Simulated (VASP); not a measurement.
Level of theory: PBE GGA + U (Dudarev), VASP's PBE PAW potentials (set 64) (plane waves; VASP).

VASP input:

### INCAR
```
SYSTEM = CoPt
PREC = Accurate
ENCUT = 400
EDIFF = 1E-6
NELM = 100
ALGO = Normal
LREAL = .FALSE.
LASPH = .TRUE.
ISMEAR = 1
SIGMA = 0.1
GGA = PE
LMAXMIX = 6
ISPIN = 2
MAGMOM = 2.0 0.0
LORBIT = 10
LWAVE = .FALSE.
LCHARG = .FALSE.
ISIF = 2
LDAU = .TRUE.
LDAUTYPE = 2
LDAUL = 2 -1
LDAUU = 2.0 0
LDAUJ = 0 0
LDAUPRINT = 1
```

**POSCAR**
```
CoPt
1
    2.6900000000     0.0000000000     0.0000000000
    0.0000000000     2.6900000000     0.0000000000
    0.0000000000     0.0000000000     3.7000000000
Co Pt
1 1
Direct
  0.0000000000   0.0000000000   0.0000000000
  0.5000000000   0.5000000000   0.5000000000
```

**KPOINTS**
```
Regular mesh
0
G
12 12 9
```

POTCAR, in this order: Co Pt (PBE.64 set). Program: vasp_std.

The run wrote:

### OSZICAR
```
       N       E                     dE             d eps       ncg     rms          rms(c)
DAV:   1     0.874374604094E+02    0.87437E+02   -0.75251E+03  8112   0.122E+03
DAV:   2    -0.978446428213E+01   -0.97222E+02   -0.89905E+02  8302   0.254E+02
DAV:   3    -0.128833012167E+02   -0.30988E+01   -0.30172E+01  9166   0.568E+01
DAV:   4    -0.129202889654E+02   -0.36988E-01   -0.36974E-01  9436   0.539E+00
DAV:   5    -0.129212657213E+02   -0.97676E-03   -0.97675E-03  9432   0.923E-01    0.166E+01
DAV:   6    -0.135385075841E+02   -0.61724E+00   -0.12542E+01  8074   0.904E+01    0.198E+01
DAV:   7    -0.119423624251E+02    0.15961E+01   -0.87723E+00  9754   0.799E+01    0.867E+00
DAV:   8    -0.118738269006E+02    0.68536E-01   -0.49516E-01  9770   0.138E+01    0.421E+00
DAV:   9    -0.117977605538E+02    0.76066E-01   -0.16212E-01 10588   0.106E+01    0.156E+00
DAV:  10    -0.118030681394E+02   -0.53076E-02   -0.30770E-02 11846   0.279E+00    0.582E-01
DAV:  11    -0.118070672417E+02   -0.39991E-02   -0.73024E-03 10718   0.204E+00    0.314E-01
DAV:  12    -0.118085844538E+02   -0.15172E-02   -0.19023E-03 10786   0.793E-01    0.140E-01
DAV:  13    -0.118095285415E+02   -0.94409E-03   -0.11097E-03 10580   0.430E-01    0.850E-02
DAV:  14    -0.118097347746E+02   -0.20623E-03   -0.19299E-04 10936   0.195E-01    0.382E-02
DAV:  15    -0.118097844645E+02   -0.49690E-04   -0.44419E-05 10504   0.102E-01    0.225E-02
DAV:  16    -0.118098027991E+02   -0.18335E-04   -0.50769E-05 10640   0.113E-01    0.133E-02
DAV:  17    -0.118098036631E+02   -0.86403E-06   -0.34671E-06  6606   0.272E-02
   1 F= -.11809804E+02 E0= -.11809740E+02  d E =-.190513E-03  mag=     2.3589
```

### OUTCAR
```
------------------------ aborting loop because EDIFF is reached ----------------------------------------
  FORCE on cell =-STRESS in cart. coord.  units (eV):
  Direction    XX          YY          ZZ          XY          YZ          ZX
  --------------------------------------------------------------------------------------
  Total        0.6801049      0.6801049      1.1287200      0.0000000      0.0000000      0.0000000
  in kB       40.6986658     40.6986658     67.5445807      0.0000000      0.0000000      0.0000000
  external PRESSURE =      49.6473041 kB  Pullay stress =       0.0000000 kB
  volume of cell :       26.77
      direct lattice vectors                 reciprocal lattice vectors
     2.690000000  0.000000000  0.000000000     0.371747212  0.000000000  0.000000000
     0.000000000  2.690000000  0.000000000     0.000000000  0.371747212  0.000000000
     0.000000000  0.000000000  3.700000000     0.000000000  0.000000000  0.270270270
 POSITION                                       TOTAL-FORCE (eV/Angst)
 -----------------------------------------------------------------------------------
      0.00000      0.00000      0.00000         0.000000      0.000000      0.000000
      1.34500      1.34500      1.85000         0.000000      0.000000      0.000000
 -----------------------------------------------------------------------------------
    total drift:                                0.000000     -0.000000     -0.000000
  FREE ENERGIE OF THE ION-ELECTRON SYSTEM (eV)
  ---------------------------------------------------
  free  energy   TOTEN  =       -11.8098036631 eV

  energy  without entropy=      -11.8096131500  energy(sigma->0) =      -11.80974016

 total charge

# of ion       s       p       d       tot
------------------------------------------
    1        0.414   0.442   7.206   8.062
    2        0.719   0.656   8.073   9.447
--------------------------------------------------
tot          1.133   1.097  15.279  17.509

 magnetization (x)

# of ion       s       p       d       tot
------------------------------------------
    1        0.004  -0.015   2.130   2.119
    2       -0.020  -0.061   0.354   0.274
--------------------------------------------------
tot         -0.016  -0.076   2.485   2.393
```
(Selected blocks of OUTCAR.)

The compound is CoPt in the L1_0 structure. The cell was not relaxed at this level. The run is one of a series of settings (LDAU = .TRUE., LDAUJ = 0 0, LDAUL = 2 -1, LDAUTYPE = 2, LDAUU = 2.0 0 against the base run), some of them coarse on purpose.
